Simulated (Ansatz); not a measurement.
Si (P6_3/mmc) from a database structure, relaxed with r2SCAN: it is hexagonal, P6_3/mmc (No. 194); conventional cell a = 3.832 Å, c = 6.341 Å, 20.16 Å³ an atom. Around Si lie 4 Si at 2.35–2.37 Å. One-shot G0W0@r2SCAN in the plane-wave code Ansatz on a 6×6×2 mesh (contour deformation, no spin-orbit coupling), from an r2SCAN gap of 0.607 eV over the mesh points (the G0W0 gap is indirect on the mesh); the number N of bands summed and the screening cutoff rise together. Calculated for a static, non-magnetic cell.

```
  N  cutoff (eV)  1000/N  G0W0 gap (eV)
139           80   7.194          0.904
311          140   3.215          1.013
```

Lay a straight line in 1000/N through these rows.
The slope is -0.0274 eV per unit of 1000/N and the intercept 1.101 eV.

Predict the gap at N = 565 (210 eV).
1.101 + (-0.0274) × 1.770 = 1.053 eV; the run gives 1.049 eV, -0.004 eV from the line.

With that run's result added, what limit do the last two rows suggest?
Their slope is (1.049 − 1.013)/(1.770 − 3.215) = -0.0249, which meets 1/N = 0 at 1.09 eV, against 1.101 eV from the first line. The two lines nearly agree; the k mesh isn't extrapolated.
